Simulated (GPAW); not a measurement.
Runs of GPAW 26.7.0 on LiCl. It takes space group Fm-3m (No. 225, cubic). Conventional cell: a = 5.130 Å, b = 5.130 Å, c = 5.130 Å, α = 90.00°, β = 90.00°, γ = 90.00°. Around Cl (site symmetry m-3m) lie 6 Li at 2.56 Å. Around Li (site symmetry m-3m) lie 6 Cl at 2.56 Å. 

| task | level | potentials or basis | cell | smearing | optimizer | fmax | max steps | target pressure | convergence | gap on the mesh (eV) | pressure (GPa) |
| --- | --- | --- | --- | --- | --- | --- | --- | --- | --- | --- | --- |
| single point | PBE | GPAW PAW data sets (gpaw-data 1.2.1), pw | as given | gaussian 0.016 eV | - | - | - | - | - | 6.32 | 0.5 |
| single point | PBE | GPAW PAW data sets (gpaw-data 1.2.1), pw | as given | gaussian 0.026 eV | - | - | - | - | - | 6.32 | 0.5 |
| single point | PBE | GPAW PAW data sets (gpaw-data 1.2.1), pw | as given | gaussian 0.023 eV | - | - | - | - | - | 6.32 | 0.5 |
| relaxation of cell and atoms | RPBE+D3(BJ) | the program's PAW data sets (release 1.2.1) made for this functional, pw | relaxed to 5 GPa | fermi-dirac 0.05 eV | FIRE | 0.01 eV/Å | 40 | 5 GPa | density=1e-05 forces=0.0001 | 7.21 | 4.9 |
| single point | PBE | GPAW PAW data sets (gpaw-data 1.2.1), pw | as given | gaussian 0.022 eV | - | - | - | - | - | 6.32 | 0.5 |
| single point | PBE | GPAW PAW data sets (gpaw-data 1.2.1), pw | as given | gaussian 0.028 eV | - | - | - | - | - | 6.32 | 0.5 |
| single point | PBE | GPAW PAW data sets (gpaw-data 1.2.1), pw | as given | gaussian 0.027 eV | - | - | - | - | - | 6.32 | 0.5 |
| single point | PBE | GPAW PAW data sets (gpaw-data 1.2.1), pw | as given | gaussian 0.021 eV | - | - | - | - | - | 6.32 | 0.5 |
| relaxation of cell and atoms | PBEsol+D4 | PAW data sets generated in the run's folder for this functional, pw | relaxed to -2 GPa | fermi-dirac 0.05 eV | BFGS | 0.01 eV/Å | 40 | -2 GPa | density=1e-05 forces=0.0001 | (a) | -2.0 |
| single point | PBE | GPAW PAW data sets (gpaw-data 1.2.1), pw | as given | gaussian 0.019 eV | - | - | - | - | - | 6.32 | 0.5 |
| single point | PBE | GPAW PAW data sets (gpaw-data 1.2.1), pw | as given | gaussian 0.015 eV | - | - | - | - | - | 6.32 | 0.5 |
| single point | PBE | GPAW PAW data sets (gpaw-data 1.2.1), pw | as given | gaussian 0.024 eV | - | - | - | - | - | 6.32 | 0.5 |

Alike in all rows: no spin polarisation; k mesh 9 × 9 × 9; cutoff (eV) 800.

Question: Fill in the values left out.

Answer: (a) 6.08.

Caveats: an odd mesh through Γ misses points on the zone boundary, where band edges often lie; later steps reuse the first step's grids (some runs).
